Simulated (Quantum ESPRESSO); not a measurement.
Slab: Cu, a slab with vacuum.

```
CELL_PARAMETERS angstrom
2.53410 0.00000 0.00000
-1.26705 2.19459 0.00000
0.00000 0.00000 23.22514
ATOMIC_POSITIONS crystal
Cu 0.33333 0.66667 0.32293
Cu 0.66667 0.33333 0.41146
Cu 0.33333 0.66667 0.50000
Cu 0.66667 0.33333 0.58854
Cu 0.33333 0.66667 0.67707
```

The slab is cut from a database's or a generator's crystal, which needn't be the stable form of the element.

A sound run:

```yaml
Program: Quantum ESPRESSO 7.5
Task: work function
Functional: PBE
Potentials_or_basis: Ansatz NC SR PBE
Cutoff: 1252 eV
Density_cutoff: 5007 eV
k_mesh: 12 × 12 × 1
Occupations: fermi-dirac, width 0.05 eV
Spin: no spin polarisation
```

It gives largest force 0.215 eV/Å; band gap on the k mesh none (metal or under the smearing width).

Problem. What do these careless settings give instead: cutoff 626 eV in place of 1252 eV; density cutoff 2503 eV in place of 5007 eV?

Solution. Largest force 1.052 eV/Å; band gap on the k mesh none (metal or under the smearing width). The run converged, but these numbers show the error of the settings and aren't properties of the slab.
